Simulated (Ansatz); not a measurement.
Start from InN in the wurtzite structure (space group P6_3mc, No. 186).

```
CELL_PARAMETERS angstrom
      3.54750     0.00000     0.00000
     -1.77375     3.07222     0.00000
      0.00000     0.00000     5.72256
ATOMIC_POSITIONS crystal
  In 0.66667 0.33333 0.00226
  In 0.33333 0.66667 0.50226
  N  0.66667 0.33333 0.62294
  N  0.33333 0.66667 0.12294
```

Cartesian axes are those of the cell as printed.

Method: r2SCAN in Ansatz (plane waves to 500 eV, PAW, no spin-orbit coupling).

Strains are applied to the cell and any free atomic positions relax; under biaxial strain the out-of-plane vector relaxes too.

One change was made to it. Results:

The shortest interatomic distance decreases by 0.015 Å, from 2.161 Å to 2.146 Å; the pressure (mean of the normal stresses, compression positive) goes from zero to 2.7 GPa.

Task: Name the change that was made.
(A) isotropic strain −2.63 %
(B) tensor shear ε_xy = −0.84 %
(C) isotropic strain +0.59 %
(D) biaxial strain −1.50 %, plane normal [001], relaxed out of plane

Result: D, biaxial strain −1.50 %, plane normal [001], relaxed out of plane. For comparison, the pressure in the other runs: tensor shear ε_xy = −0.84 % gives 0.0 GPa; isotropic strain −2.63 % gives 13.43 GPa; isotropic strain +0.59 % gives -2.4 GPa.

Whether these cells are dynamically stable was not tested. The final runs are not spin-polarised. Gaps under 0.05 eV, about the width of the smearing, are given as zero.

Ansatz is an electronic-structure program.
